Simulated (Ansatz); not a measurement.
# BP: the cost of one run

Method: DFT PBE, scalar-relativistic, plane waves, PAW, in Ansatz 0.2.0.

## 1. The structure to begin with

The structure is cubic, space group F-43m (No. 216). The conventional cell has a = 4.538 Å, b = 4.538 Å, c = 4.538 Å, α = 90.00°, β = 90.00°, γ = 90.00°. Around B (site symmetry -43m) lie 4 P at 1.97 Å. Around P (site symmetry -43m) lie 4 B at 1.97 Å.

As a file:

```xyz
2
Lattice="0.0000 2.2690 2.2690 2.2690 0.0000 2.2690 2.2690 2.2690 0.0000" Properties=species:S:1:pos:R:3 pbc="T T T"
B     0.0000    0.0000    0.0000
P     3.4035    3.4035    3.4035
```

The cell is taken as given, not relaxed at this level.

## 2. Zero of energy

The reference gives a free energy of -912.4465 eV, pressure 1.13 GPa, largest force 0.000 eV/Å and gap on the mesh 1.24 eV. It was computed beforehand with the settings of the runs below.

## 3. Next: a strain scan

The cell is strained by ε times the Voigt pattern (0, 1, 0, 0, 0, 0) (xx, yy, zz, yz, xz, xy; engineering shear), with fractional coordinates fixed (clamped ions). The stress on the pattern is the sum of the stress components weighted by it, tension positive.

## 4. Point ε = -0.0200

Input file input.yaml:

```yaml
crystal:
  lattice:
    - [0.0, 2.22362, 2.269]
    - [2.269, 0.0, 2.269]
    - [2.269, 2.22362, 0.0]
  atoms:
    - { symbol: B, position: [0.0, 0.0, 0.0] }
    - { symbol: P, position: [0.75, 0.75, 0.75] }
basis:
  ecutwfc: 420
kpoints:
  mp_grid: { grid: [10, 10, 10] }
hamiltonian:
  xc: pbe
scf:
  occupations: { method: gaussian, width: 0.05 }
output:
  forces: true
  stress: true
  eigenvalues: true
```

Started as:

```
$ ansatz run input.yaml --threads 1 --pin off --max-ram 2560MiB --backend cpu --events-out ev --progress --plain --runs-dir out
```

**Question.** How long does this run take on 1 thread of Intel Xeon Platinum 8488C (Sapphire Rapids), shared host, and how much memory does it need?

About 1.5 s, with a peak of 0.35 GiB.
